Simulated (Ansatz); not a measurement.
# AlP: a single-point run

Wanted: a converged single-point run for AlP, and a check of what comes out. The structure is shown as the input types it.

Computed with Ansatz 0.2.0 (density functional or hybrid calculation with the settings of its input, plane waves (as first typed), unless a step's input says otherwise).

1 further run of the same task is left out (it didn't finish).

**1. The structure to begin with**

Symmetry: F-43m, No. 216, cubic system. Conventional cell: a = 5.479 Å, b = 5.479 Å, c = 5.479 Å, α = 90.00°, β = 90.00°, γ = 90.00°. Around Al (site symmetry -43m) lie 4 P at 2.37 Å. Around P (site symmetry -43m) lie 4 Al at 2.37 Å.

Coordinates:

```xyz
2
Lattice="0.0000 2.7393 2.7393 2.7393 0.0000 2.7393 2.7393 2.7393 0.0000" Properties=species:S:1:pos:R:3 pbc="T T T"
Al    0.0000    0.0000    0.0000
P     1.3696    1.3696    1.3696
```

**2. Running it**

Input file input.yaml:

```yaml
crystal:
  lattice:
    - [0.0, 2.7392572077, 2.7392572077]
    - [2.7392572077, 0.0, 2.7392572077]
    - [2.7392572077, 2.7392572077, 0.0]
  atoms:
    - { symbol: Al, position: [0.0, 0.0, 0.0] }
    - { symbol: P, position: [0.25, 0.25, 0.25] }
kpoints:
  mp_grid: { grid: [6, 6, 6] }
hamiltonian:
  xc: r2scan
scf:
  occupations: { method: gaussian, width: 1.5 }
  n_extra_bands: 4
output:
  forces: true
  stress: true
  eigenvalues: true
```

Started as:

```console
> ansatz run input.yaml --threads 4 --pin off --max-ram 3686MiB --backend cpu --events-out ev --progress --plain --runs-dir out
```

Q: Will this input give a usable result? If not, why, and what should change?

This run ends as converged. That alone doesn't make the input a sound one.

The suspect setting: scf.occupations.method is gaussian; scf.occupations.width is 1.5. Occupations are smeared over electronvolts, wider than many features of the bands.

Run again and compare: delete scf.occupations.width (the default then holds) and set scf.occupations.method to fixed.
